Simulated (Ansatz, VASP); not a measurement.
## Two plane-wave programs on Li

```
Li
1.0
     4.59173    0.00000    0.00000
    -2.29586    3.97655    0.00000
     0.00000    0.00000    3.28945
Li
3
Direct
  0.33670 0.00000 0.33333
  0.00000 0.33670 0.66667
  0.66330 0.66330 0.00000
```

Alike in both runs: functional PBE; k mesh 6 × 6 × 4; occupations gaussian, width 0.1 eV; no spin polarisation.

Ansatz relaxed the structure, and its values are those at the end. VASP's run is a single point on that final structure, the one shown.

|  | VASP | Ansatz |
| --- | --- | --- |
| version | VASP 6.6.1 | Ansatz 0.2.0 |
| potentials or method | VASP PAW PBE potentials, release 64 (Li_sv) | scalar-relativistic, plane waves, PAW |
| plane-wave cutoff (eV) | 520 | 420 |
| valence electrons in the cell | 9 | 9 |

|  | VASP | Ansatz | Ansatz less VASP |
| --- | --- | --- | --- |
| gap on the k mesh at the Fermi level (eV) | none | none | - |
| rms of the force components (eV/Å) | 0.022 | 0.022 | +0.0002 |

A gap of «none» marks a metal or a gap that the smearing closes.

Caveats: the k mesh is coarse (spacing up to 0.48 Å⁻¹), so the values aren't converged.
